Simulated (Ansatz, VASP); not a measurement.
**Cross-check of BaTiO3 between VASP and Ansatz**

Wanted: the spread between two codes on one cell, functional and k mesh. Other levels of theory on this material are compared in a session of their own.

Calculated with Ansatz 0.2.0; plane waves, with VASP 6.6.1 beside it; band structure at r2SCAN, dielectric response at PBE and band structure at PBE, spin-orbit coupling.

### Step 1. Set-up

It takes space group Pm-3m (No. 221, cubic). The conventional cell has a = 4.006 Å, b = 4.006 Å, c = 4.006 Å, α = 90.00°, β = 90.00°, γ = 90.00°. Ba has 12 O at 2.83 Å nearest. Nearest to Ti lie 6 O at 2.00 Å. Nearest to O lie 2 Ti at 2.00 Å and 4 Ba at 2.83 Å. Farther neighbours and most contacts between anions are not listed.

### Step 2. Ansatz: band structure, r2SCAN

Ansatz runs on its default PAW (the set named soft_2) files.

The same path points are solved in both programs, so levels can be compared one by one.

Contents of input.yaml:

```yaml
crystal:
  lattice:
    - [4.006, 0.0, 0.0]
    - [0.0, 4.006, 0.0]
    - [0.0, 0.0, 4.006]
  atoms:
    - { symbol: Ba, position: [0.5, 0.5, 0.5] }
    - { symbol: Ti, position: [0.0, 0.0, 0.0] }
    - { symbol: O, position: [0.5, 0.0, 0.0] }
    - { symbol: O, position: [0.0, 0.5, 0.0] }
    - { symbol: O, position: [0.0, 0.0, 0.5] }
hamiltonian:
  xc: r2scan
  pseudopotentials: { kind: paw }
kpoints:
  mp_grid: { grid: [4, 4, 4] }
  band_path:
    path:
      - [0.0, 0.0, 0.0]
      - [0.0, 0.1, 0.0]
      - [0.0, 0.2, 0.0]
      - [0.0, 0.3, 0.0]
      - [0.0, 0.43333, 0.0]
      - [0.0, 0.5, 0.0]
      - [0.1, 0.5, 0.0]
      - [0.2, 0.5, 0.0]
      - [0.33333, 0.5, 0.0]
      - [0.43333, 0.5, 0.0]
      - [0.5, 0.5, 0.0]
      - [0.36667, 0.36667, 0.0]
      - [0.26667, 0.26667, 0.0]
      - [0.16667, 0.16667, 0.0]
      - [0.06667, 0.06667, 0.0]
      - [0.03333, 0.03333, 0.03333]
      - [0.13333, 0.13333, 0.13333]
      - [0.23333, 0.23333, 0.23333]
      - [0.33333, 0.33333, 0.33333]
      - [0.46667, 0.46667, 0.46667]
      - [0.5, 0.5, 0.5]
      - [0.46667, 0.5, 0.46667]
      - [0.36667, 0.5, 0.36667]
      - [0.23333, 0.5, 0.23333]
      - [0.13333, 0.5, 0.13333]
      - [0.03333, 0.5, 0.03333]
      - [0.5, 0.5, 0.03333]
      - [0.5, 0.5, 0.16667]
      - [0.5, 0.5, 0.26667]
      - [0.5, 0.5, 0.36667]
      - [0.5, 0.5, 0.5]
    npoints: 1
scf:
  occupations: { method: gaussian, width: 0.02 }
  n_extra_bands: 8
output:
  forces: true
  stress: true
  eigenvalues: true
  write_density: true
  write_potential: true
  elf: true
  volumetric_format: npy
```

The run is started by

```
ansatz run input.yaml --threads 2 --pin off --max-ram 4608MiB --backend cpu --events-out ev --progress --plain --runs-dir out
```

Numbers of over 12 decimals in the logs are rounded to 6 here.

What it wrote:

```text
scf.n_extra_bands = 8 over 20 filled bands (N_el = 40.0): the run solves 28 bands
Engine: ansatz 0.2.0, aarch64-unknown-linux-gnu
Pseudopotentials: kind: paw
Pseudopotential: Ba, paw, valence charge 10, recommended cutoff 500 eV (meta_gga), Ba.paw.azcp
Pseudopotential: Ti, paw, valence charge 12, recommended cutoff 500 eV (meta_gga), Ti.paw.azcp
Pseudopotential: O, paw, valence charge 6, recommended cutoff 500 eV (meta_gga), O.paw.azcp
Functional definition: r2SCAN
  parameter k0 = 0.174
  parameter k1 = 0.065
  parameter a1 = 4.9479
  exchange = r2scan_x(k0 = k0, k1 = k1, a1 = a1)
  correlation = r2scan_c
Crystal: 5 atoms, lattice volume = 64.288 Å³
Basis set: ecut = 500 eV, 1647 PW (Γ), exchange–correlation on 120×120×120 points (64 copies of the dense FFT grid, shifted against one another)
Bands: 28, of which v1, the nominal top of the filled ones, is band 20 counted from 1 (19 counted from 0)
Symmetry: 48 space group operations
Space group: Pm-3m (ITA 221), of the structure as read, at distance tolerance 4.0e-5 Å
k-points: 10 of 64
Non-local potential: Ba, projectors of the file, l = 0: 3, l = 1: 2, l = 2: 2, l = 3: 2
Non-local potential: Ti, projectors of the file, l = 0: 3, l = 1: 2, l = 2: 3, l = 3: 1
Non-local potential: O, projectors of the file, l = 0: 2, l = 1: 2, l = 2: 1
PAW form: soft (Blöchl's): semilocal exchange-correlation on the pseudo side does not see the compensation charge
PAW frozen core: Ba, regenerated for the run's functional (the file was generated under x = pbe(κ = 0.804, μ = 0.219515), c = pbe(β = 0.066725))
PAW frozen core: Ti, regenerated for the run's functional (the file was generated under x = pbe(κ = 0.804, μ = 0.219515), c = pbe(β = 0.066725))
PAW frozen core: O, regenerated for the run's functional (the file was generated under x = pbe(κ = 0.804, μ = 0.219515), c = pbe(β = 0.066725))
PAW one-centre angular grid: Ba, 302 points (default); XC on 160 Gauss nodes
PAW one-centre angular grid: Ti, 590 points (default); XC on 160 Gauss nodes
PAW one-centre angular grid: O, 302 points (default); XC on 160 Gauss nodes
Initial density: superposition of atomic densities (neutral atoms: chi_scale 0, normalization atom), corrected by the library's trained network
Initial wavefunctions: pseudopotential atomic-orbital guess
Functional: x = r2scan, c = r2scan; τ floored in thin density (d = 2e-4 eV/Å³)
SCF iter   1: F=—  HF=-10183.685931 eV  |F-HF|=—  |Δ(HF+E_count)|=         —  Δρ=2.25e-2  dr2=4.11e-1  dr2_τ=2.42e-1  ethr=1.77e-3  ⟨swp⟩=7.2  Hψ=1484  notcnv=0
preconditioner: auto → Resta (q_TF=auto, 2.521 Å⁻¹)  ε∞=4.4  [insulator: Δε(μ)=2.672 eV  Ē_g=14.243 eV  σ=0.020 eV  W_gap=1.00  n_scr=18 (ndim 8)  ℏωp=26.2 eV  f_vac=0.000  D(μ)=0.00/eV (n_scr^D=0)  ε∞_Penn≈4.4]
SCF iter   2: F=—  HF=-10183.785711 eV  |F-HF|=—  |Δ(HF+E_count)|=   9.98e-2  Δρ=1.23e-2  dr2=6.36e-2  dr2_τ=2.37e-2  ethr=1.03e-3  ⟨swp⟩=3.2  Hψ=584  notcnv=0  defer=27
SCF iter   3: F=—  HF=-10183.776551 eV  |F-HF|=—  |Δ(HF+E_count)|=   9.16e-3  Δρ=3.69e-3  dr2=5.88e-3  dr2_τ=4.35e-4  ethr=1.59e-4  ⟨swp⟩=2.1  Hψ=393  notcnv=0  defer=27
SCF iter   4: F=—  HF=-10183.775764 eV  |F-HF|=—  |Δ(HF+E_count)|=   7.87e-4  Δρ=1.54e-3  dr2=1.11e-3  dr2_τ=1.66e-4  ethr=1.47e-5  ⟨swp⟩=2.2  Hψ=467  notcnv=0  defer=27
SCF iter   5: F=—  HF=-10183.775609 eV  |F-HF|=—  |Δ(HF+E_count)|=   1.55e-4  Δρ=3.32e-4  dr2=5.59e-5  dr2_τ=4.15e-6  ethr=2.78e-6  ⟨swp⟩=2.2  Hψ=374  notcnv=0  defer=27
SCF iter   6: F=—  HF=-10183.775613 eV  |F-HF|=—  |Δ(HF+E_count)|=   4.29e-6  Δρ=7.55e-5  dr2=4.44e-6  dr2_τ=2.63e-7  ethr=1.40e-7  ⟨swp⟩=2.4  Hψ=402  notcnv=0  defer=27
SCF iter   7: F=-10183.775613 eV  HF=-10183.775613 eV  |F-HF|=1.33e-8  |Δ(HF+E_count)|=   4.42e-7  Δρ=5.54e-6  dr2=1.12e-8  dr2_τ=4.79e-9  ethr=2.50e-10  ⟨swp⟩=11.6  Hψ=2044  notcnv=0
SCF 1 converged in 7 iterations: F = -10183.775613 eV  dr2 = 1.12e-8
  greatest PAW one-centre occupation: 0.999 electrons in one spin orbital (limit 2), on the Ti atom at site 1 (counted from 0), in its partial waves of l = 0
NSCF: frozen V_eff on 31 k-points
SCF converged after 7 iterations
Free energy (F): -10183.775613 eV
Harris-Foulkes:  -10183.775613 eV  (|F-HF|=1.33e-8)
Internal energy: -10183.775613 eV  (E = F + TS)
E sigma→0 (E₀):  -10183.775613 eV
Fermi energy:    11.025738 eV
--- Per-component energies (eV) ---
  E_band       = -175.739891
  E_kinetic    = 972.937953
  E_local      = -2094.524407  (includes V_loc(G=0)·N_el)
  E_nonlocal   = 199.211891
  E_hartree    = 817.191958
  E_xc         = -475.220614
  E_vxc        = -604.053967  (∫ρ·V_xc dr)
  E_paw        = -6784.690376  (= ΣΔE_a)
  E_vpaw       = -320.425335  (= ΣTr[D̂ρ^β])
  E_aug_tail   = 0.003050  (compensation charges beyond the density's cutoff)
  E_vtau       = 36.728402  (kinetic-family band-sum trace: ∫τ·v_τ [+ j·A + Jᵃ·Aᵃ] dr)
  E_ewald      = -2818.406203
  E_core_change = -0.278864  (= ΣΔE_core)
  E_smearing   = -0.000000  (= −TS)
  E_closure    = 0.000000  (closes the sum)
  Σ components = -10183.775613   (vs F -10183.775613, Δ=0.00e0)
--- Forces (eV/Å), atoms counted from 1 ---
  atom   1  Ba     0.00000000    -0.00000000     0.00000000
  atom   2  Ti    -0.00000000     0.00000000    -0.00000000
  atom   3  O     -0.00000000    -0.00000000    -0.00000000
  atom   4  O      0.00000000     0.00000000     0.00000000
  atom   5  O      0.00000000     0.00000000     0.00000000
  max |Σ_I F_I| component: 2.28e-29 eV/Å
--- Stress (GPa, compression-positive) ---
       -1.553691       0.000000       0.000000
       -0.000000      -1.553691      -0.000000
        0.000000       0.000000      -1.553691
  P = ⅓ Tr σ = -1.5537 GPa (-15.537 kbar)
--- Band table (eV; the first three rows and the last of 10) ---
  k-point 0: bands = [... 16 lower, 8.8224, 9.8418, 9.8418, 9.8418, 12.0921, 12.0921, 12.0921, 14.1692, ... 4 higher]
  k-point 1: bands = [... 16 lower, 8.4324, 8.7681, 9.5096, 9.5096, 12.1506, 13.0116, 13.0116, 14.1719, ... 4 higher]
  k-point 2: bands = [... 16 lower, 8.1493, 8.1493, 9.2571, 9.2571, 12.2112, 13.7782, 13.7782, 14.1743, ... 4 higher]
  k-point 9: bands = [... 16 lower, 7.5935, 9.9594, 9.9594, 9.9594, 14.4683, 14.4683, 14.4683, 17.4611, ... 4 higher]
```

Wall time 5.8 s (2 threads of Arm Neoverse N1, shared host); peak memory 0.45 GiB; 11 s of CPU time.

### Step 3. VASP: band structure, r2SCAN

The same cell, functional, mesh and smearing now go to VASP, with its own data sets and cutoff.

Lines of VASP's logs that name or quote its potential files are left out, and so is its time.

Contents of INCAR:

```
SYSTEM = BaTiO3
PREC = Accurate
ENCUT = 520
EDIFF = 1E-06
NELM = 100
ISMEAR = 0
SIGMA = 0.02
LREAL = .FALSE.
ALGO = Normal
METAGGA = R2SCAN
LASPH = .TRUE.
NBANDS = 35
LORBIT = 11
LWAVE = .FALSE.
LCHARG = .FALSE.
KPAR = 8
```

Contents of POSCAR:

```
BaTiO3
1.0
    4.0060000000      0.0000000000      0.0000000000
    0.0000000000      4.0060000000      0.0000000000
    0.0000000000      0.0000000000      4.0060000000
Ba Ti O
1 1 3
Direct
    0.5000000000      0.5000000000      0.5000000000
    0.0000000000      0.0000000000      0.0000000000
    0.5000000000      0.0000000000      0.0000000000
    0.0000000000      0.5000000000      0.0000000000
    0.0000000000      0.0000000000      0.5000000000
```

Contents of KPOINTS:

```
Automatic mesh
0
Gamma
4 4 4
0 0 0
```

Contents of KPOINTS_OPT:

```
Line mode
16
Line-mode
Reciprocal
  0.00000000   0.00000000   0.00000000 GAMMA
  0.00000000   0.50000000   0.00000000 X

  0.00000000   0.50000000   0.00000000 X
  0.50000000   0.50000000   0.00000000 M

  0.50000000   0.50000000   0.00000000 M
  0.00000000   0.00000000   0.00000000 GAMMA

  0.00000000   0.00000000   0.00000000 GAMMA
  0.50000000   0.50000000   0.50000000 R

  0.50000000   0.50000000   0.50000000 R
  0.00000000   0.50000000   0.00000000 X

  0.50000000   0.50000000   0.00000000 M
  0.50000000   0.50000000   0.50000000 R
```

PAW data sets: Ba_sv, Ti_sv and O (PBE family, release 64).

The run is started by

```
mpirun -np 8 vasp_std
```

What it wrote:

```text
[banner, memory and clock lines left out]
running    8 mpi-ranks, on    1 nodes
 distrk:  each k-point on    1 cores,    8 groups
 distr:  one band on    1 cores,    1 groups

 POSCAR found type information on POSCAR BaTiO
 POSCAR found :  3 types and       5 ions
|                                                                             |
|           W    W    AA    RRRRR   N    N  II  N    N   GGGG   !!!           |
|           W    W   A  A   R    R  NN   N  II  NN   N  G    G  !!!           |
|           W    W  A    A  R    R  N N  N  II  N N  N  G       !!!           |
|           W WW W  AAAAAA  RRRRR   N  N N  II  N  N N  G  GGG   !            |
|           WW  WW  A    A  R   R   N   NN  II  N   NN  G    G                |
|           W    W  A    A  R    R  N    N  II  N    N   GGGG   !!!           |
|                                                                             |
|     For optimal performance we recommend to set                             |
|       NCORE = 2 up to number-of-cores-per-socket                            |
|     NCORE specifies how many cores store one orbital (NPAR=cpu/NCORE).      |
|     This setting can greatly improve the performance of VASP for DFT.       |
|     The default, NCORE=1 might be grossly inefficient on modern             |
|     multi-core architectures or massively parallel machines. Do your        |
|     Unfortunately you need to use the default for GW and RPA                |
|     calculations (for HF NCORE is supported but not extensively tested      |
|     yet).                                                                   |
|                                                                             |

|                                                                             |
|               ----> ADVICE to this user running VASP <----                  |
|                                                                             |
|     You enforced a specific xc type in the INCAR file but a different       |
|     [... a line on the potential file left out ...]
|     I HOPE YOU KNOW WHAT YOU ARE DOING!                                     |
|                                                                             |

 LDA part: xc-table for (None), standard interpolation
 POSCAR, INCAR and KPOINTS ok, starting setup
 FFT: planning ... GRIDC
 FFT: planning ... GRID_SOFT
 FFT: planning ... GRID
 WAVECAR not read
 entering main loop
       N       E                     dE             d eps       ncg     rms          rms(c)
DAV:   1     0.362379043603E+03    0.36238E+03   -0.19647E+04   700   0.123E+03
DAV:   2    -0.550898525337E+02   -0.41747E+03   -0.38749E+03   757   0.357E+02
DAV:   3    -0.954611671338E+02   -0.40371E+02   -0.39551E+02   881   0.115E+02
DAV:   4    -0.972743210221E+02   -0.18132E+01   -0.18046E+01  1021   0.214E+01
DAV:   5    -0.972971650851E+02   -0.22844E-01   -0.22825E-01   855   0.238E+00    0.226E+01
DAV:   6    -0.737493785383E+02    0.23548E+02   -0.20287E+01   826   0.535E+01    0.632E+00
DAV:   7    -0.741903623697E+02   -0.44098E+00   -0.24142E+00   826   0.982E+00    0.496E+00
DAV:   8    -0.742132252962E+02   -0.22863E-01   -0.26421E-01   946   0.425E+00    0.138E+00
DAV:   9    -0.742229674105E+02   -0.97421E-02   -0.73080E-02   854   0.215E+00    0.584E-01
DAV:  10    -0.742238343022E+02   -0.86689E-03   -0.28318E-02   900   0.982E-01    0.600E-01
DAV:  11    -0.742201331885E+02    0.37011E-02   -0.21214E-02   802   0.125E+00    0.177E-01
DAV:  12    -0.742197561935E+02    0.37699E-03   -0.91913E-04   860   0.226E-01    0.102E-01
DAV:  13    -0.742196167279E+02    0.13947E-03   -0.35637E-04   909   0.132E-01    0.326E-02
DAV:  14    -0.742196164753E+02    0.25260E-06   -0.19939E-05   831   0.295E-02    0.297E-02
DAV:  15    -0.742196074708E+02    0.90046E-05   -0.13263E-05   775   0.321E-02    0.757E-03
DAV:  16    -0.742196078291E+02   -0.35836E-06   -0.30609E-06   823   0.142E-02
   1 F= -.74219608E+02 E0= -.74219608E+02  d E =-.118507E-21
 Start KPOINTS_OPT (optional k-point list driver)
k-point batch [1-10\96]
       N       E                     dE             ncg
DAV:   1    -0.143888846113E+02   -0.18527E+04      700
DAV:   2    -0.387394529727E+04   -0.38596E+04      767
DAV:   3    -0.423384136135E+04   -0.35990E+03      868
DAV:   4    -0.424592617985E+04   -0.12085E+02     1016
DAV:   5    -0.424617788741E+04   -0.25171E+00      792
DAV:   6    -0.424618265372E+04   -0.47663E-02      897
DAV:   7    -0.424618279103E+04   -0.13731E-03      845
DAV:   8    -0.424618279582E+04   -0.47882E-05      789
DAV:   9    -0.424618279599E+04   -0.17362E-06      629
[...]
k-point batch [91-96\96]
       N       E                     dE             ncg
DAV:   1     0.554333860961E+04   -0.90494E+04      420
DAV:   2     0.319396264340E+04   -0.23494E+04      436
DAV:   3     0.296858192119E+04   -0.22538E+03      542
DAV:   4     0.295954373629E+04   -0.90382E+01      608
DAV:   5     0.295936638629E+04   -0.17735E+00      512
DAV:   6     0.295936204369E+04   -0.43426E-02      586
DAV:   7     0.295936197269E+04   -0.71002E-04      509
DAV:   8     0.295936197028E+04   -0.24120E-05      429
DAV:   9     0.295936197017E+04   -0.10937E-06      381
```

OUTCAR, selected parts (step 3):

```text
ion  position               nearest neighbor table
   1  0.500  0.500  0.500-   3 2.83   4 2.83   5 2.83   3 2.83   4 2.83   3 2.83   5 2.83   3 2.83
                             4 2.83   5 2.83   4 2.83   5 2.83   2 3.47   2 3.47   2 3.47   2 3.47
   2  0.000  0.000  0.000-   3 2.00   4 2.00   5 2.00   5 2.00   4 2.00   3 2.00   1 3.47   1 3.47
                             1 3.47   1 3.47   1 3.47   1 3.47   1 3.47   1 3.47
   3  0.500  0.000  0.000-   2 2.00   2 2.00   1 2.83   1 2.83   1 2.83   1 2.83
   4  0.000  0.500  0.000-   2 2.00   2 2.00   1 2.83   1 2.83   1 2.83   1 2.83
   5  0.000  0.000  0.500-   2 2.00   2 2.00   1 2.83   1 2.83   1 2.83   1 2.83

  LATTYP: Found a simple cubic cell.
 ALAT       =     4.0060000000

 Subroutine GETGRP returns: Found 48 space group operations
 (whereof 48 operations were pure point group operations)

The static configuration has the point symmetry O_h .

 Found     10 irreducible k-points:

   k-points           NKPTS =     10   k-points in BZ     NKDIM =     10   number of bands    NBANDS=     35

   dimension x,y,z NGX =    30 NGY =   30 NGZ =   30
   dimension x,y,z NGXF=    60 NGYF=   60 NGZF=   60

   ENCUT  =  520.0 eV  38.22 Ry    6.18 a.u.   7.45  7.45  7.45*2*pi/ulx,y,z

   NELECT =      40.0000    total number of electrons

 k-points in reciprocal lattice and weights: Automatic mesh
   0.00000000  0.00000000  0.00000000       0.016
   0.25000000  0.00000000  0.00000000       0.094
   0.50000000  0.00000000  0.00000000       0.047
   0.25000000  0.25000000  0.00000000       0.188
   0.50000000  0.25000000  0.00000000       0.188
   0.50000000  0.50000000  0.00000000       0.047
   0.25000000  0.25000000  0.25000000       0.125
   0.50000000  0.25000000  0.25000000       0.188
   0.50000000  0.50000000  0.25000000       0.094
   0.50000000  0.50000000  0.50000000       0.016

 average (electrostatic) potential at core
       1 -37.9862       2 -81.7483       3 -73.3081       4 -73.3081       5 -73.3081

 E-fermi :   3.6473

 k-point     1 :       0.0000    0.0000    0.0000
  band No.  band energies     occupation
    ...
     16       2.3954      2.00000
     17       2.3954      2.00000
     18       3.3567      2.00000
     19       3.3567      2.00000
     20       3.3567      2.00000
     21       5.6262      0.00000
     22       5.6262      0.00000
     23       5.6262      0.00000
     24       7.6470      0.00000
     25       7.6470      0.00000
    ...

 k-point     2 :       0.2500    0.0000    0.0000
  band No.  band energies     occupation
    ...
     16       1.9271      2.00000
     17       1.9628      2.00000
     18       2.2740      2.00000
     19       3.0236      2.00000
     20       3.0236      2.00000
     21       5.6994      0.00000
     22       6.5599      0.00000
     23       6.5599      0.00000
     24       7.6511      0.00000
     25       8.9192      0.00000
    ...

 k-point     3 :       0.5000    0.0000    0.0000
  band No.  band energies     occupation
    ...
     16       1.5972      2.00000
     17       1.6898      2.00000
     18       1.6898      2.00000
     19       2.7678      2.00000
     20       2.7678      2.00000
     21       5.7757      0.00000
     22       7.3345      0.00000
     23       7.3345      0.00000
     24       7.6544      0.00000
     25       9.7764      0.00000
    ...

  Total        0.1538018      0.1538018      0.1538018      0.0000000     -0.0000000      0.0000000
  in kB        3.8330019      3.8330019      3.8330019      0.0000000     -0.0000000      0.0000000
  external PRESSURE =       3.8330019 kB  Pullay stress =       0.0000000 kB

  energy-cutoff  :      520.00
  volume of cell :       64.29
      direct lattice vectors                 reciprocal lattice vectors
     4.006000000  0.000000000  0.000000000     0.249625562  0.000000000  0.000000000
     0.000000000  4.006000000  0.000000000     0.000000000  0.249625562  0.000000000
     0.000000000  0.000000000  4.006000000     0.000000000  0.000000000  0.249625562

 POSITION                                       TOTAL-FORCE (eV/Angst)
 -----------------------------------------------------------------------------------
      2.00300      2.00300      2.00300         0.000000      0.000000      0.000000
      0.00000      0.00000      0.00000         0.000000      0.000000      0.000000
      2.00300      0.00000      0.00000         0.000000      0.000000      0.000000
      0.00000      2.00300      0.00000         0.000000      0.000000      0.000000
      0.00000      0.00000      2.00300         0.000000      0.000000      0.000000
 -----------------------------------------------------------------------------------
    total drift:                               -0.000000     -0.000000      0.000000

  FREE ENERGIE OF THE ION-ELECTRON SYSTEM (eV)
  ---------------------------------------------------
  free  energy   TOTEN  =       -74.2196078291 eV

  energy  without entropy=      -74.2196078291  energy(sigma->0) =      -74.21960783

 total charge
# of ion       s       p       d       tot
------------------------------------------
    1        2.018   5.670   0.304   7.991
    2        2.204   6.269   1.621  10.094
    3        1.567   3.499   0.000   5.066
    4        1.567   3.499   0.000   5.066
    5        1.567   3.499   0.000   5.066
--------------------------------------------------
tot          8.924  22.434   1.925  33.283

[... 3 further parts left out ...]
```

The run ends at a pressure of 0.38 GPa.

(Continued in part 2 of 3.)

[Lines on the potential files, build, host, timing and source positions are cut from VASP's logs without a mark.]

[Logs are printed without paths, hosts, clocks, repeated set-up lines and the standing remarks that a program may print on its own settings, such as how far it seeks lower states.]

[Hosts, paths, dates, database ids (printed as entryN), source tags and the programs' standing remarks are cut or masked in the printed files.]
